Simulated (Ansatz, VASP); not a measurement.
# One calculation of KI, two programs

```
CELL_PARAMETERS angstrom
0.00000 3.54789 3.54789
3.54789 0.00000 3.54789
3.54789 3.54789 0.00000
ATOMIC_POSITIONS crystal
K 0.00000 0.00000 0.00000
I 0.50000 0.50000 0.50000
```

Change from the starting cell: volume scaled by 1.02, crystal datasets.

Alike in both runs: task electric field gradients; functional PBEsol; k mesh 8 × 8 × 8; occupations fermi-dirac, width 0.01 eV; no spin polarisation.

|  | VASP | Ansatz |
| --- | --- | --- |
| version | VASP 6.6.1 | Ansatz 0.2.0 |
| potentials or method | VASP PAW PBE potentials, release 64 (K_sv, I), cutoff 520 eV | all-electron PAW with datasets made for the crystal, scalar-relativistic |

|  | VASP | Ansatz | Ansatz less VASP |
| --- | --- | --- | --- |
| gap on the k mesh at the Fermi level (eV) | 3.79 | 3.79 | +0.003 |
| pressure (GPa) | -0.4 | -0.4 | -0.03 |
| Vzz of the field gradient on the site that differs most (V/Å²) | 0.0 | 0.0 | 0.00 |

Ansatz ran all-electron here, so the differences hold the error of VASP's frozen core and of both bases. Ansatz warned: «gradients_without_spin_orbit».

Caveats: the PAW data sets were made with another functional, which shifts forces and pressure a little (VASP); spin-orbit coupling is left out, which moves the levels of the heavy elements. A k mesh can miss the band edges.
